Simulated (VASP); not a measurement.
Input of a VASP 6.6.1 run:

Contents of INCAR:

```
PREC = Accurate
ENCUT = 600
EDIFF = 1E-6
ISMEAR = 0
SIGMA = 0.03
LREAL = False
LASPH = True
NELM = 80
ALGO = Normal
ISIF = 3
LWAVE = False
LCHARG = False
GGA = PS
IBRION = 2
NSW = 90
EDIFFG = -0.01
KPAR = 8
```

File KPOINTS:

```
Automatic mesh
0
Gamma
  8 8 8
```

POSCAR

```
PbSe
1.0
    0.0000000000      3.0606500000      3.0606500000
    3.0606500000      0.0000000000      3.0606500000
    3.0606500000      3.0606500000      0.0000000000
Pb Se
1 1
Direct
    0.0000000000      0.0000000000      0.0000000000
    0.5000000000      0.5000000000      0.5000000000
```

Potentials or basis: VASP PAW PBE potentials, release 64 (Pb_d, Se).

Launch:

```console
$ cat potpaw_PBE.64/Pb_d/POTCAR potpaw_PBE.64/Se/POTCAR > POTCAR
$ mpirun -np 8 vasp_std > vasp.out
```

**Question.** Predict the space group after relaxing (to 0.05 Å).

**Answer.** Fm-3m (No. 225).

**Question.** Predict the band gap on the k mesh.

**Answer.** 0.17 eV, direct.

Final structure:
```yaml
crystal:
  lattice:
    - [0.00000, 3.05199, 3.05199]
    - [3.05199, 0.00000, 3.05199]
    - [3.05199, 3.05199, 0.00000]
  atoms:
    - { symbol: Pb, position: [0.00000, 0.00000, 0.00000] }
    - { symbol: Se, position: [0.50000, 0.50000, 0.50000] }
```

Caveat: spin-orbit coupling is left out, which as a rule narrows the gap of such compounds by several tenths of an eV. A k mesh can miss the band edges.
